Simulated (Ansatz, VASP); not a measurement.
## AlN: VASP beside Ansatz

File INCAR:

```
  PREC = Accurate
  ENCUT = 520
  EDIFF = 1E-7
  ISMEAR = 0
  SIGMA = 0.05
  LREAL = False
  LASPH = True
  NELM = 100
  ALGO = Normal
  ISIF = 2
  LWAVE = False
  LCHARG = False
  GGA = PE
  NBANDS = 16
```

The input KPOINTS:

```
regular mesh
0
Gamma
  9 9 6
```

POSCAR

```
AlN
1.0
    3.4792000000      0.0000000000      0.0000000000
   -1.7396000000      3.0130755848      0.0000000000
    0.0000000000      0.0000000000      4.0620000000
Al N
2 2
Direct
    0.3333333333      0.6666666667      0.7500000000
    0.6666666667      0.3333333333      0.2500000000
    0.3333333333      0.6666666667      0.2500000000
    0.6666666667      0.3333333333      0.7500000000
```

Input for Ansatz:

```yaml
crystal:
  lattice:
    - [3.4792, 0.0, 0.0]
    - [-1.7396, 3.0130755848, 0.0]
    - [0.0, 0.0, 4.062]
  atoms:
    - { symbol: Al, position: [0.3333333333, 0.6666666667, 0.75] }
    - { symbol: Al, position: [0.6666666667, 0.3333333333, 0.25] }
    - { symbol: "N", position: [0.3333333333, 0.6666666667, 0.25] }
    - { symbol: "N", position: [0.6666666667, 0.3333333333, 0.75] }
basis:
  ecutwfc: 520.0
kpoints:
  mp_grid: { grid: [9, 9, 6] }
hamiltonian:
  xc: pbe
  pseudopotentials: { kind: paw, azcp: { folder: soft_1 } }
scf:
  occupations: { method: gaussian, width: 0.05 }
output:
  forces: true
  stress: true
  eigenvalues: true
```

Alike in both runs: task single point; functional PBE; k mesh 9 × 9 × 6; occupations gaussian, width 0.05 eV; no spin polarisation.

|  | VASP | Ansatz |
| --- | --- | --- |
| version | VASP 6.6.1 | Ansatz 0.2.0 |
| potentials or method | VASP PAW PBE potentials, release 64 (Al, N) | scalar-relativistic, plane waves, PAW |
| plane-wave cutoff (eV) | 520 | 520 |
| valence electrons in the cell | 16 | 16 |

```tsv
	VASP	Ansatz	Ansatz less VASP
gap on the k mesh at the Fermi level (eV)	3.06	3.05	-0.006
least direct gap on the mesh (eV)	3.06	3.05	-0.006
pressure (GPa)	-12.2	-12.1	+0.13
largest component of the traceless stress (GPa)	8.06	7.96	-0.104
```
